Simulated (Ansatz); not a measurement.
**BaS: the band gap up the ladder of functionals**

One table from this session's results is given with a row withheld; the runs are named, their logs left out.

Code: Ansatz 0.2.0. PAW datasets, plane waves. Note: simulated data, non-magnetic, for a generated structure that need not be the stable one.

## The system as given

The cell was relaxed beforehand with r2SCAN.

It is cubic, F-43m (No. 216); conventional cell a = 7.039 Å, 43.59 Å³ an atom. Around Ba lie 4 S at 3.05 Å; around S lie 4 Ba at 3.05 Å.

Coordinates:

```cif
data_structure
_symmetry_space_group_name_H-M 'P 1'
_symmetry_Int_Tables_number 1
_cell_length_a 4.9772
_cell_length_b 4.9772
_cell_length_c 4.9772
_cell_angle_alpha 60.000
_cell_angle_beta 60.000
_cell_angle_gamma 60.000
_cell_volume 87.18
loop_
_atom_site_label
_atom_site_type_symbol
_atom_site_fract_x
_atom_site_fract_y
_atom_site_fract_z
_atom_site_occupancy
Ba1 Ba 0.00000 0.00000 0.00000 1
S1 S 0.25000 0.25000 0.25000 1
```

Set-up of the first run:

File input.yaml:

```yaml
crystal:
  lattice:
    - [0.0, 3.5194117709, 3.5194117709]
    - [3.5194117709, 0.0, 3.5194117709]
    - [3.5194117709, 3.5194117709, 0.0]
  atoms:
    - { symbol: Ba, position: [0.0, 0.0, 0.0] }
    - { symbol: S, position: [0.25, 0.25, 0.25] }
kpoints:
  mp_grid: { grid: [6, 6, 6] }
  band_path:
    path:
      - [[0.0, 0.0, 0.0], [-0.5, -0.5, 0.0], [-0.375, -0.375, 0.25]]
      - [[-0.375, -3.31174232868e-17, 0.375], [0.0, 0.0, 0.0], [-1.029845003763e-17, -1.029845003763e-17, 0.5], [-0.5, -0.25, 0.25], [-0.5, -0.5, 0.0]]
    npoints: 10
hamiltonian:
  xc: pbe
scf:
  occupations: { method: fermi_dirac, width: 0.02 }
  n_extra_bands: 4
output:
  forces: true
  stress: true
  eigenvalues: true
```

On the command line:

```bash
> ansatz run input.yaml --threads 2 --pin off --max-ram 2211MiB --backend cpu --events-out ev --progress --plain --runs-dir out
```

Among the steps run: Band structure with PBE; r2SCAN; HSE06 at the same geometry; PBE+SOC at the same geometry; Single point with PBE0; LDA at the same geometry; Quasiparticle levels, G0W0@PBE; G0W0 on PBE; DDH-PBE0; HSE06+SOC at the same geometry; r2SCAN0; Single point with r2SCANh.

One table of the session follows, with a row left open; its other results are not shown here.

```
                     level  gap (eV)
                       PBE      2.75
                    r2SCAN      3.07
                     HSE06      3.64
                   PBE+SOC         ?
                      PBE0      4.34
                       LDA      2.42
G0W0@PBE (260 empty bands)      3.92
G0W0@PBE (646 empty bands)      4.03
                  DDH-PBE0      4.51
                 HSE06+SOC      3.59
                   r2SCAN0      4.46
                   r2SCANh      3.62
```

Q: Estimate the row for PBE+SOC from the others.

The run gave: gap (eV): 2.70. In the column «gap (eV)» it lies between LDA (2.42) and PBE (2.75).

Meshes: PBE 6×6×6, r2SCAN 6×6×6, HSE06 4×4×4, PBE+SOC 6×6×6, PBE0 4×4×4, LDA 6×6×6, DDH-PBE0 4×4×4, HSE06+SOC 4×4×4, r2SCAN0 4×4×4, r2SCANh 4×4×4

In words: LDA gives the least gap, 2.42 eV, and DDH-PBE0 the largest, 4.51 eV. Against G0W0@PBE, PBE is short by 1.28 eV, at 68 % of it, and r2SCAN 76 %. PBE0 lies 0.70 eV above HSE06, which differs from it by screening the long-range exchange. G0W0 here is at a finite number of bands, screening cutoff and k mesh, not at the basis limit.

Caveats from the session: Warnings in the runs' records: stress scf threshold loose, stress exchange threshold loose.
